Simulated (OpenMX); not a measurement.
Runs of OpenMX 3.8.5 on Si. It takes space group Fd-3m (No. 227, cubic). The conventional cell has a = 5.444 Å, b = 5.444 Å, c = 5.444 Å, α = 90.00°, β = 90.00°, γ = 90.00°. Si (site symmetry -43m) is surrounded by 4 Si at 2.36 Å. 

```csv
task,level,potentials or basis,"grid points, held for all volumes",max SCF cycles,gap on the mesh (eV),pressure (GPa),V0 of scaled cells (Å³/atom),B0 (GPa)
equation of state,PBE,"OpenMX 2013 PBE set, Si7.0-s2p1d1, fixed grid of 32 × 32 × 32 points",32 × 32 × 32,-,-,-,20.54,89
band structure,PBE,"OpenMX 2013 PBE set, Si7.0-s2p1d1, grid cutoff 300 Ry",-,100,0.93,1.8,-,-
equation of state,PBE,"OpenMX 2013 PBE set, Si7.0-s3p3d2, fixed grid of 32 × 32 × 32 points",32 × 32 × 32,-,-,-,20.53,91
band structure,LDA,"OpenMX 2013 LDA set, Si7.0-s2p2d1, grid cutoff 300 Ry",-,100,0.61,(b),-,-
band structure,PBE,"OpenMX 2013 PBE set, Si7.0-s3p3d2, grid cutoff 300 Ry",-,100,(c),1.7,-,-
equation of state,LDA,"OpenMX 2013 LDA set, Si7.0-s2p2d1, fixed grid of 32 × 32 × 32 points",32 × 32 × 32,-,-,-,19.74,(a)
```

Alike in all rows: no spin polarisation; cell as given; k mesh 9 × 9 × 9; smearing fermi-dirac 0.05 eV.

**Question.** Fill in the values left out.

**Answer.** (a) 98; (b) -2.0; (c) 0.64.

Caveats: the basis of atomic orbitals isn't converged, which shifts pressures, moduli and gaps; volumes in these bases differ from converged ones by about 1 %, for some elements by several (some runs).

A k mesh can miss the band edges.
